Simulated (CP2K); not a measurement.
Runs of CP2K 2026.2 on CdO2. It takes space group P-3m1 (No. 164, trigonal). Conventional cell: a = 3.476 Å, b = 3.476 Å, c = 4.148 Å, α = 90.00°, β = 90.00°, γ = 120.00°. Around Cd (site symmetry -3m) lie 6 O at 2.25 Å. O (site symmetry 3m) has 3 Cd at 2.25 Å as nearest neighbours. The cell comes from a database or a generator and needn't be the stable form of this composition.

| task | level | potentials or basis | cell | smearing | EPS_DEFAULT | NGRIDS | points a segment of the path (NPOINTS) | bands added on the path | gap on the mesh (eV) | pressure (GPa) | largest force (eV/Å) |
| --- | --- | --- | --- | --- | --- | --- | --- | --- | --- | --- | --- |
| band structure | PBEsol | POTENTIAL_UZH Cd GTH-PBE-q12, O GTH-PBE-q6; TZVP-MOLOPT-PBE-GTH basis | as given | fermi-dirac 0.0259 eV | 1.0E-9 | 4 | 6 | 4 | none | -8.9 | 0.09 |
| single point | PBEsol | POTENTIAL_UZH Cd GTH-PBE-q12, O GTH-PBE-q6; TZVP-MOLOPT-PBE-GTH basis | atoms moved at random, drawn with an rms of 0.05 Å | fermi-dirac 0.05 eV | 1.0E-10 | 4 | - | - | none | -9.6 | 0.54 |
| single point | PBEsol | POTENTIAL_UZH Cd GTH-PBE-q12, O GTH-PBE-q6; TZVP-MOLOPT-PBE-GTH basis | as given | fermi-dirac 0.05 eV | 1.0E-10 | 4 | - | - | none | (b) | 0.11 |
| band structure | LDA | GTH_POTENTIALS Cd GTH-PADE-q12, O GTH-PADE-q6; TZVP-MOLOPT-PBE-GTH basis | as given | fermi-dirac 0.1 eV | 1.0E-10 | 4 | 8 | 4 | none | -13.0 | (a) |

Alike in all rows: no spin polarisation; k mesh 9 × 9 × 7.

Question: Fill in the values left out.

Answer: (a) 0.37; (b) -8.8.

Caveats: the basis of atomic orbitals isn't converged, which shifts pressures, moduli and gaps; the potentials were made for another functional, which shifts forces and pressure (some runs).

A k mesh can miss the band edges, and the runs leave out spin-orbit coupling on Cd.

A gap of «none» marks a metal or a gap under the smearing width.
